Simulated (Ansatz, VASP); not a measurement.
Two plane-wave programs on GaP

INCAR

```
SYSTEM = GaP
PREC = Accurate ; ENCUT = 520
EDIFF = 1E-7 ; ISMEAR = 0
SIGMA = 0.1 ; LREAL = .False.
LASPH = .True. ; NELM = 100
ALGO = Normal ; ISIF = 2
LWAVE = .False. ; LCHARG = .True.
GGA = PE ; LELF = .True.
LVHAR = .True. ; NBANDS = 16
```

KPOINTS

```
Automatic mesh
0
Gamma
  6 6 6
  0 0 0
```

The input POSCAR:

```
GaP
1.0
    0.0000000000      2.7258124945      2.7258124945
    2.7258124945      0.0000000000      2.7258124945
    2.7258124945      2.7258124945      0.0000000000
Ga P
1 1
Direct
    0.0000000000      0.0000000000      0.0000000000
    0.2500000000      0.2500000000      0.2500000000
```

Input for Ansatz:

```yaml
crystal:
  lattice:
    - [0.0, 2.7258124945, 2.7258124945]
    - [2.7258124945, 0.0, 2.7258124945]
    - [2.7258124945, 2.7258124945, 0.0]
  atoms:
    - { symbol: Ga, position: [0.0, 0.0, 0.0] }
    - { symbol: P, position: [0.25, 0.25, 0.25] }
basis:
  ecutwfc: 420
kpoints:
  mp_grid: { grid: [6, 6, 6] }
hamiltonian:
  xc: pbe
scf:
  occupations: { method: gaussian, width: 0.1 }
output:
  forces: true
  stress: true
  eigenvalues: true
```

The cell is a database's computed one.

Alike in both runs: task single point; functional PBE; k mesh 6 × 6 × 6; occupations gaussian, width 0.1 eV; no spin polarisation.

|  | VASP | Ansatz |
| --- | --- | --- |
| version | VASP 6.6.1 | Ansatz 0.2.0 |
| potentials or method | VASP PAW PBE potentials, release 64 (Ga_d, P) | scalar-relativistic, plane waves, PAW |
| plane-wave cutoff (eV) | 520 | 420 |
| valence electrons in the cell | 18 | 18 |

|  | VASP | Ansatz | Ansatz less VASP |
| --- | --- | --- | --- |
| gap on the k mesh at the Fermi level (eV) | 1.65 | 1.65 | 0.000 |
| least direct gap on the mesh (eV) | 1.82 | 1.82 | +0.002 |
| pressure (GPa) | 2.5 | 2.5 | +0.02 |

The functional is the same, so the differences come from potentials, cutoffs and numerics.

A k mesh can miss the band edges. A hybrid or GW would open this gap; PBE tends to underestimate it.
